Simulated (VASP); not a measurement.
# BaTiO3 (P4mm) in VASP: notebook

The runs below take BaTiO3 through single point, with PBE.

All numbers are computed with VASP 6.6.1; they aren't measurements. Logs are shortened: lines on timing, memory, paths and dates and some standing lists are left out, and cuts for length are marked.

## 1. Starting point

The structure is tetragonal, space group P4mm (No. 99). Conventional cell: a = 4.000 Å, b = 4.000 Å, c = 4.018 Å, α = 90.00°, β = 90.00°, γ = 90.00°. Ba (site symmetry 4mm) has 12 O at 2.79 to 2.88 Å as nearest neighbours. Ti (site symmetry 4mm) has 6 O at 1.89 to 2.13 Å as nearest neighbours. O (site symmetry 2mm) is surrounded by 2 Ti at 2.00 Å. O (site symmetry 4mm) has 2 Ti at 1.89 to 2.13 Å as nearest neighbours.

## 2. Single point, PBE

INCAR

```
SYSTEM = BaTiO3
PREC = Accurate ; ENCUT = 340
EDIFF = 1E-7 ; ISMEAR = 0
SIGMA = 0.05 ; LREAL = .False.
LASPH = .True. ; NELM = 100
ALGO = Normal ; ISIF = 2
LWAVE = .False. ; LCHARG = .False.
GGA = PE ; NBANDS = 28
ADDGRID = .False.
```

KPOINTS

```
regular mesh
0
Gamma
  2 2 2
  0 0 0
```

POSCAR

```
BaTiO3
1.0
    3.9998000000      0.0000000000      0.0000000000
    0.0000000000      3.9998000000      0.0000000000
    0.0000000000      0.0000000000      4.0180000000
Ba Ti O
1 1 3
Direct
    0.0000000000      0.0000000000      0.0000000000
    0.5000000000      0.5000000000      0.4900000000
    0.0000000000      0.5000000000      0.5170000000
    0.5000000000      0.0000000000      0.5170000000
    0.5000000000      0.5000000000      0.0190000000
```

Potentials or basis: VASP PAW PBE potentials, release 64 (Ba_sv, Ti_sv, O).

Command:

```
cat potpaw_PBE.64/Ba_sv/POTCAR potpaw_PBE.64/Ti_sv/POTCAR potpaw_PBE.64/O/POTCAR > POTCAR
mpirun -np 1 vasp_std > vasp.out
```

OUTCAR:

```text
SYSTEM = BaTiO3
   PREC = Accurate
   ENCUT = 340
   EDIFF = 1E-7
   ISMEAR = 0
   LREAL = .False.
   LASPH = .True.
   NELM = 100
   ISIF = 2
   GGA = PE

 Found      6 irreducible k-points:

 Following reciprocal coordinates:
            Coordinates               Weight
  0.000000  0.000000  0.000000      1.000000
  0.500000  0.000000  0.000000      2.000000
  0.500000  0.500000  0.000000      1.000000
  0.000000  0.000000  0.500000      1.000000
  0.500000  0.000000  0.500000      2.000000
  0.500000  0.500000  0.500000      1.000000
   k-points           NKPTS =      6   k-points in BZ     NKDIM =      6   number of bands    NBANDS=     28
   number of dos      NEDOS =    301   number of ions     NIONS =      5
   total plane-waves  NPLWV =  13824
   dimension x,y,z NGX =    24 NGY =   24 NGZ =   24
   dimension x,y,z NGXF=    48 NGYF=   48 NGZF=   48
   ions per type =               1   1   3
   NGX,Y,Z   is equivalent  to a cutoff of   9.98,  9.98,  9.93 a.u.
   NGXF,Y,Z  is equivalent  to a cutoff of  19.95, 19.95, 19.86 a.u.
 SYSTEM =  BaTiO3
   PREC   = accura    normal or accurate (medium, high low for compatibility)
   ISTART =      0    job   : 0-new  1-cont  2-samecut
   ICHARG =      2    charge: 1-file 2-atom 10-const
   ISPIN  =      1    spin polarized calculation?
   LNONCOLLINEAR =      F non collinear calculations
   LSORBIT =      F    spin-orbit coupling
   LASPH  =      T    aspherical Exc in radial PAW
   ENCUT  =  340.0 eV  24.99 Ry    5.00 a.u.   6.01  6.01  6.04*2*pi/ulx,y,z
   NELM   =    100;   NELMIN=  2; NELMDL= -5     # of ELM steps
   EDIFF  = 0.1E-06   stopping-criterion for ELM
   LREAL  =      F    real-space projection
   EDIFFG = 0.1E-05   stopping-criterion for IOM
   NSW    =      0    number of steps for IOM
   IBRION =     -1    ionic relax: 0-MD 1-quasi-New 2-CG
   NFREE  =      0    steps in history (QN), initial steepest desc. (CG)
   ISIF   =      2    stress and relaxation
   ISYM   =      2    0-nonsym 1-usesym 2-fastsym
   POTIM  = 0.5000    time-step for ionic-motion
   TEBEG  =    0.0;   TEEND  =   0.0 temperature during run
   PSTRESS=    0.0 pullay stress
   NELECT =      40.0000    total number of electrons
   NUPDOWN=      -1.0000    fix difference up-down
   EMIN   =  10.00;   EMAX   =-10.00  energy-range for DOS
   EFERMI =   0.00;   METHOD = LEGACY
   ISMEAR =     0;   SIGMA  =   0.05  broadening in eV -4-tet -1-fermi 0-gaus
   EFERMI_NEDOS =   21; number of points for ismear=-14 and -15
   IALGO  =     38    algorithm
   IMIX   =      4    mixing-type and parameters
     AMIX     =   0.40;   BMIX     =  1.00
     AMIX_MAG =   1.60;   BMIX_MAG =  1.00
  volume/ion in A,a.u.               =      12.86        86.76
  Fermi-wavevector in a.u.,A,eV,Ry     =   1.397653  2.641181 26.578078  1.953434
  Thomas-Fermi vector in A             =   2.520888
   LORBIT       =      0    0 simple, 1 ext, 2 COOP (PROOUT), +10 PAW based schemes
   GGA     = PE    functional components
   LHFCALC =     F    Hartree Fock is set to
   AEXX    =    0.0000 exact exchange contribution
   IVDW    =     0    specifies the selected vdW correction
   LEPSILON=     F    determine dielectric tensor
   LRPA    =     F    only Hartree local field effects (RPA)
 non-spin polarized calculation
 Gauss-broadening in eV      SIGMA  =   0.05
  energy-cutoff  :      340.00
  volume of cell :       64.28
 maximum number of plane-waves:       925
   NGX = 13   NGY = 13   NGZ = 13

 number of electron      39.9999968 magnetization

 Free energy of the ion-electron system (eV)
  ---------------------------------------------------
  ext. energy  EPLUGINS =         0.00000000
  ---------------------------------------------------
  free energy    TOTEN  =       -39.39234548 eV

  energy without entropy =      -39.39234548  energy(sigma->0) =      -39.39234548

 E-fermi :   4.3470     XC(G=0): -11.2374

 val. band max:        3.9212609644   @ k =   0.5000   0.5000   0.5000
 cond. band min:       5.4333825990   @ k =   0.0000   0.0000   0.0000
 fundamental gap:      1.5121216346
 Fermi energy:         4.3470484603

 k-point     1 :       0.0000    0.0000    0.0000
  band No.  band energies     occupation
      1     -52.9982      2.00000
      2     -29.2282      2.00000
      3     -29.2266      2.00000
      4     -29.2266      2.00000
      5     -20.9944      2.00000
      6     -13.0575      2.00000
[... 20 lines left out ...]
     27       8.9212      0.00000
     28      11.1512      0.00000

 k-point     2 :       0.5000    0.0000    0.0000
  band No.  band energies     occupation
      1     -52.9967      2.00000
      2     -29.2764      2.00000
      3     -29.2260      2.00000
      4     -29.2243      2.00000
      5     -20.8756      2.00000
      6     -13.2857      2.00000
[... 20 lines left out ...]
     27      11.4308      0.00000
     28      12.0468      0.00000

 k-point     3 :       0.5000    0.5000    0.0000
  band No.  band energies     occupation
      1     -52.9957      2.00000
      2     -29.2731      2.00000
      3     -29.2731      2.00000
      4     -29.2238      2.00000
      5     -20.7985      2.00000
      6     -12.7472      2.00000
[... 20 lines left out ...]
     27      12.0875      0.00000
     28      13.6970      0.00000

 k-point     4 :       0.0000    0.0000    0.5000
  band No.  band energies     occupation
      1     -52.9966      2.00000
      2     -29.2762      2.00000
      3     -29.2244      2.00000
      4     -29.2244      2.00000
      5     -20.8799      2.00000
      6     -13.2436      2.00000
[... 20 lines left out ...]
     27      11.4122      0.00000
     28      12.0287      0.00000

 k-point     5 :       0.5000    0.0000    0.5000
  band No.  band energies     occupation
      1     -52.9957      2.00000
      2     -29.2732      2.00000
      3     -29.2729      2.00000
      4     -29.2224      2.00000
      5     -20.8022      2.00000
      6     -12.6689      2.00000
[... 20 lines left out ...]
     27      12.0348      0.00000
     28      13.6985      0.00000

 k-point     6 :       0.5000    0.5000    0.5000
  band No.  band energies     occupation
      1     -52.9951      2.00000
      2     -29.2711      2.00000
      3     -29.2711      2.00000
      4     -29.2707      2.00000
      5     -20.7351      2.00000
      6     -12.2271      2.00000
[... 20 lines left out ...]
     27      11.3378      0.00000
     28      11.5515      0.00000

------------------------ aborting loop because EDIFF is reached ----------------------------------------

  FORCE on cell =-STRESS in cart. coord.  units (eV):
  Direction    XX          YY          ZZ          XY          YZ          ZX
  --------------------------------------------------------------------------------------
  -------------------------------------------------------------------------------------
  Total       -5.1202569     -5.1202569     -4.3511107      0.0000000      0.0000000      0.0000000
  in kB     -127.6191493   -127.6191493   -108.4486697      0.0000000      0.0000000      0.0000000
  external PRESSURE =    -121.2289894 kB  Pullay stress =       0.0000000 kB

 VOLUME and BASIS-vectors are now :
 -----------------------------------------------------------------------------
  energy-cutoff  :      340.00
  volume of cell :       64.28
      direct lattice vectors                 reciprocal lattice vectors
     3.999800000  0.000000000  0.000000000     0.250012501  0.000000000  0.000000000
     0.000000000  3.999800000  0.000000000     0.000000000  0.250012501  0.000000000
     0.000000000  0.000000000  4.018000000     0.000000000  0.000000000  0.248880040

 POSITION                                       TOTAL-FORCE (eV/Angst)
 -----------------------------------------------------------------------------------
      0.00000      0.00000      0.00000        -0.000000     -0.000000     -0.041432
      1.99990      1.99990      1.96882        -0.000000     -0.000000     -2.083893
      0.00000      1.99990      2.07731        -0.000000     -0.000000      0.477645
      1.99990      0.00000      2.07731        -0.000000     -0.000000      0.477645
      1.99990      1.99990      0.07634         0.000000      0.000000      1.170034
 -----------------------------------------------------------------------------------
    total drift:                                0.000000     -0.000000      0.001224

  FREE ENERGIE OF THE ION-ELECTRON SYSTEM (eV)
  ---------------------------------------------------
  free  energy   TOTEN  =       -39.3923454756 eV

  energy  without entropy=      -39.3923454756  energy(sigma->0) =      -39.39234548
```

Wall time 15 s (1 thread of Intel Xeon Platinum 8488C (Sapphire Rapids), shared host); peak memory 0.14 GiB.

The run converged, but a check on its numbers failed (symmetry, net force, bounds or a known fault of this set-up), so they aren't taken as properties of the crystal.

Caveat: the k mesh is coarse (spacing up to 0.79 Å⁻¹), so the values aren't converged; the cutoff lies under the usual one of these potentials, so the numbers hold a large basis-set error; spin-orbit coupling is left out, which moves the levels of the heavy elements; forces of over 1 eV/Å show positions far from the minimum, so gaps and moduli don't describe the material at rest.

## 3. Single point, PBE

INCAR is that of step 2.

KPOINTS is that of step 2.

POSCAR

```
BaTiO3
1.0
    3.9998000000      0.0000000000      0.0000000000
    0.0000000000      3.9998000000      0.0000000000
    0.0000000000      0.0000000000      4.0180000000
Ba Ti O
1 1 3
Direct
    0.0050340000     -0.0151990000     -0.0081960000
    0.5109990000      0.5026790000      0.4796360000
   -0.0079330000      0.4990990000      0.5319510000
    0.5087000000     -0.0034200000      0.5100070000
    0.5274750000      0.4823970000      0.0100750000
```

Potentials or basis: VASP PAW PBE potentials, release 64 (Ba_sv, Ti_sv, O).

Command:

```
cat potpaw_PBE.64/Ba_sv/POTCAR potpaw_PBE.64/Ti_sv/POTCAR potpaw_PBE.64/O/POTCAR > POTCAR
mpirun -np 1 vasp_std > vasp.out
```

Wall time 13 s (1 thread of Intel Xeon Platinum 8488C (Sapphire Rapids), shared host); peak memory 0.14 GiB.

The run converged, but a check on its numbers failed (symmetry, net force, bounds or a known fault of this set-up), so they aren't taken as properties of the crystal.

Caveat: the k mesh is coarse (spacing up to 0.79 Å⁻¹), so the values aren't converged; the cutoff lies under the usual one of these potentials, so the numbers hold a large basis-set error; spin-orbit coupling is left out, which moves the levels of the heavy elements.

## 4. Single point, PBE

Edit INCAR of step 3 so:

```diff
@@ -1,3 +1,3 @@
 SYSTEM = BaTiO3
-PREC = Accurate ; ENCUT = 340
+PREC = Accurate ; ENCUT = 400
 EDIFF = 1E-7 ; ISMEAR = 0
```

KPOINTS is that of step 3.

POSCAR

```
BaTiO3
1.0
    3.9998000000      0.0000000000      0.0000000000
    0.0000000000      3.9998000000      0.0000000000
    0.0000000000      0.0000000000      4.0180000000
Ba Ti O
1 1 3
Direct
    0.0000000000      0.0000000000      0.0000000000
    0.5000000000      0.5000000000      0.4900000000
    0.0000000000      0.5000000000      0.5170000000
    0.5000000000      0.0000000000      0.5170000000
    0.5000000000      0.5000000000      0.0190000000
```

Command:

```
cat potpaw_PBE.64/Ba_sv/POTCAR potpaw_PBE.64/Ti_sv/POTCAR potpaw_PBE.64/O/POTCAR > POTCAR
mpirun -np 1 vasp_std > vasp.out
```

Wall time 18 s (1 thread of Intel Xeon Platinum 8488C (Sapphire Rapids), shared host); peak memory 0.16 GiB.

These settings aren't checked as converged: the numbers below hold their error.

What came out:

```
Free energy            : -39.3900 eV
Largest force          : 2.096 eV/Å
Band gap on the k mesh : 1.50 eV, indirect (least direct gap 1.81 eV)
```

Caveat: the k mesh is coarse (spacing up to 0.79 Å⁻¹), so the values aren't converged; the cutoff is under 1.25 times the usual one of these potentials, so pressure, stress and relaxed cells hold a basis-set (Pulay) error; spin-orbit coupling is left out, which moves the levels of the heavy elements; forces of over 1 eV/Å show positions far from the minimum, so gaps and moduli don't describe the material at rest.

## 5. Single point, PBE

INCAR is that of step 4.

KPOINTS is that of step 4.

POSCAR

```
BaTiO3
1.0
    3.9998000000      0.0000000000      0.0000000000
    0.0000000000      3.9998000000      0.0000000000
    0.0000000000      0.0000000000      4.0180000000
Ba Ti O
1 1 3
Direct
    0.0050340000     -0.0151990000     -0.0081960000
    0.5109990000      0.5026790000      0.4796360000
   -0.0079330000      0.4990990000      0.5319510000
    0.5087000000     -0.0034200000      0.5100070000
    0.5274750000      0.4823970000      0.0100750000
```

Potentials or basis: VASP PAW PBE potentials, release 64 (Ba_sv, Ti_sv, O).

Command:

```
cat potpaw_PBE.64/Ba_sv/POTCAR potpaw_PBE.64/Ti_sv/POTCAR potpaw_PBE.64/O/POTCAR > POTCAR
mpirun -np 1 vasp_std > vasp.out
```

OUTCAR:

```text
SYSTEM = BaTiO3
   PREC = Accurate
   ENCUT = 400
   EDIFF = 1E-7
   ISMEAR = 0
   LREAL = .False.
   LASPH = .True.
   NELM = 100
   ISIF = 2
   GGA = PE

 Found      8 irreducible k-points:

 Following reciprocal coordinates:
            Coordinates               Weight
  0.000000  0.000000  0.000000      1.000000
  0.500000  0.000000  0.000000      1.000000
  0.000000  0.500000  0.000000      1.000000
[... 268 lines left out ...]
  FORCE on cell =-STRESS in cart. coord.  units (eV):
  Direction    XX          YY          ZZ          XY          YZ          ZX
  --------------------------------------------------------------------------------------
  -------------------------------------------------------------------------------------
  Total        0.2219497      0.6755827      1.3088642      0.0300433     -0.0795646     -0.0157946
  in kB        5.5319543     16.8384694     32.6226083      0.7488100     -1.9830979     -0.3936710
  external PRESSURE =      18.3310107 kB  Pullay stress =       0.0000000 kB

 VOLUME and BASIS-vectors are now :
 -----------------------------------------------------------------------------
  energy-cutoff  :      400.00
  volume of cell :       64.28
      direct lattice vectors                 reciprocal lattice vectors
     3.999800000  0.000000000  0.000000000     0.250012501  0.000000000  0.000000000
     0.000000000  3.999800000  0.000000000     0.000000000  0.250012501  0.000000000
     0.000000000  0.000000000  4.018000000     0.000000000  0.000000000  0.248880040

 POSITION                                       TOTAL-FORCE (eV/Angst)
 -----------------------------------------------------------------------------------
      0.02013      3.93901      3.98507         0.144037      0.364798      0.029121
      2.04389      2.01062      1.92718         0.612160      0.370104     -1.847252
      3.96807      1.99630      2.13738         0.405812     -0.110563      0.026069
      2.03470      3.98612      2.04921        -0.563641     -0.595155      0.303609
      2.10979      1.92949      0.04048        -0.598367     -0.029185      1.488452
 -----------------------------------------------------------------------------------
    total drift:                                0.000243      0.000186     -0.000175

  FREE ENERGIE OF THE ION-ELECTRON SYSTEM (eV)
  ---------------------------------------------------
  free  energy   TOTEN  =       -39.3975764675 eV

  energy  without entropy=      -39.3975764675  energy(sigma->0) =      -39.39757647
```

It took 20 s on 1 thread of Intel Xeon Platinum 8488C (Sapphire Rapids), shared host; peak memory 0.16 GiB.

These settings aren't checked as converged: the numbers below hold their error.

Results:

```
Free energy            : -39.3976 eV
Largest force          : 1.981 eV/Å
Band gap on the k mesh : 1.68 eV, indirect (least direct gap 1.97 eV)
```

Caveat: the k mesh is coarse (spacing up to 0.79 Å⁻¹), so the values aren't converged; the cutoff is under 1.25 times the usual one of these potentials, so pressure, stress and relaxed cells hold a basis-set (Pulay) error; spin-orbit coupling is left out, which moves the levels of the heavy elements.

[end of part 1 of 2]
